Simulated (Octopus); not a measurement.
Li2S under changes of volume

One of the cells (15.344 Å³/atom); the others are scaled copies at fixed shape and fractional positions:

```
CELL_PARAMETERS angstrom
0.00000 2.84450 2.84450
2.84450 0.00000 2.84450
2.84450 2.84450 0.00000
ATOMIC_POSITIONS crystal
S 0.00000 0.00000 0.00000
Li 0.75000 0.75000 0.75000
Li 0.25000 0.25000 0.25000
```

```yaml
Program: Octopus 16.4
Functional: PBEsol
Potentials_or_basis: pseudodojo_pbesol (PseudoDojo 0.4, PBEsol)
Grid_spacing: 0.139 Å
k_mesh: 8 × 8 × 8
Occupations: fermi-dirac, width 0.05 eV
Spin: no spin polarisation
```

```tsv
volume (Å³/atom)	energy over the lowest point (meV/atom)	gap on the mesh (eV)
14.423	?	?
14.730	1.27	3.19
15.037	0.00	3.21
15.344	0.51	3.22
15.650	2.32	3.23
15.957	6.17	3.24
16.264	10.59	3.26
```

What does the run at 14.423 Å³/atom give?

Energy over the lowest point 4.07 meV/atom; gap on the mesh 3.17 eV.

Worked out: A Birch-Murnaghan fit of order 3 (a polynomial in V^(-2/3)) to the other rows has its minimum at 15.10 Å³/atom with B0 = V·E''(V) = 45 GPa and B' = 5.8. It gives 4.71 meV/atom at 14.423 Å³/atom, against the run's 4.07. A straight line through the other rows of the gap, of slope 0.649 eV per unit of ln V, extrapolates to 3.18 eV, against the run's 3.17.

Energies are extrapolated to zero smearing.

A mesh can miss the band edges.
